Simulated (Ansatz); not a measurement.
CaSe in the zincblende structure was relaxed with 5 functionals in Ansatz, cell and atoms free, the symmetry of the start kept (meshes: PBE 6×6×6, r2SCAN 6×6×6, PBEsol 6×6×6, LDA 6×6×6, HSE06 4×4×4). Spin-unpolarised throughout. Whether this structure exists isn't addressed.

The HSE06 result:
```cif
data_structure
_symmetry_space_group_name_H-M 'P 1'
_symmetry_Int_Tables_number 1
_cell_length_a 4.6509
_cell_length_b 4.6509
_cell_length_c 4.6509
_cell_angle_alpha 60.000
_cell_angle_beta 60.000
_cell_angle_gamma 60.000
_cell_volume 71.14
loop_
_atom_site_label
_atom_site_type_symbol
_atom_site_fract_x
_atom_site_fract_y
_atom_site_fract_z
_atom_site_occupancy
Ca1 Ca 0.00000 0.00000 0.00000 1
Se1 Se 0.25000 0.25000 0.25000 1
```

It is cubic, F-43m (No. 216); conventional cell a = 6.577 Å, 35.57 Å³ an atom. Ca has 4 Se at 2.85 Å; Se has 4 Ca at 2.85 Å.

Question: What lattice does PBEsol give?

Answer: a = 6.503 Å; the volume differs by -3.4 % from HSE06's. Ca has 4 Se at 2.82 Å; Se has 4 Ca at 2.82 Å.

Question: How does the cell change with PBE?

Answer: a = 6.589 Å; the volume differs by +0.5 % from HSE06's. Ca has 4 Se at 2.85 Å; Se has 4 Ca at 2.85 Å.

Question: Held at the r2SCAN cell, what mean stress do LDA and PBE find, and does its sign point to their own minimum?

Answer: Yes. LDA -2.17 GPa, and its relaxed volume is -6.3 % from r2SCAN's; PBE +0.45 GPa, and its relaxed volume is +1.4 % from r2SCAN's. Compression counts positive, so a positive stress asks for a larger cell.
